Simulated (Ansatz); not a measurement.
PtSe2 (Sudovikovite):

```xyz
3
Lattice="3.7240 0.0000 0.0000 -1.8620 3.2251 0.0000 0.0000 0.0000 5.0620" Properties=species:S:1:pos:R:3 pbc="T T T"
Pt    0.0000    0.0000    0.0000
Se    1.8620    1.0750    3.7965
Se    0.0000    2.1501    1.2655
```

Base run:

| Property | Result |
| --- | --- |
| Program | Ansatz 0.2.0 |
| Functional | PBEsol |
| Potentials or basis | Ansatz PAW |
| Cutoff | 420 eV (not typed: the program's choice for these potentials) |
| k mesh | 8 × 8 × 5 |
| Occupations | fermi-dirac, width 0.05 eV |
| Spin | no spin polarisation |
| Hubbard terms | Pt d U = 1 eV |

Its results: band gap on the k mesh none (metal or under the smearing width); pressure 2.2 GPa; largest force 0.364 eV/Å.

**Question.** After a change of settings the same cell gave: band gap on the k mesh none (metal or under the smearing width); pressure 2.6 GPa; largest force 0.503 eV/Å. Which change was it?
A. hubbard terms from Pt d U = 1 eV to Pt d U = 6 eV
B. functional from PBEsol to LDA; hubbard terms from Pt d U = 1 eV to none; hubbard projectors from ortho-atomic (the default) to none
C. functional from PBEsol to r2SCAN; cutoff from 420 eV (not typed: the program's choice for these potentials) to 500 eV (not typed: the program's choice for these potentials); hubbard terms from Pt d U = 1 eV to none; hubbard projectors from ortho-atomic (the default) to none

**Answer.** A.

Caveats: U without spin polarisation on a metal has little footing; the PAW data sets come from PBE, with cores solved anew for the run's functional, which leaves a small shift of forces and pressure.

Runs at the PBE level aren't shown here.
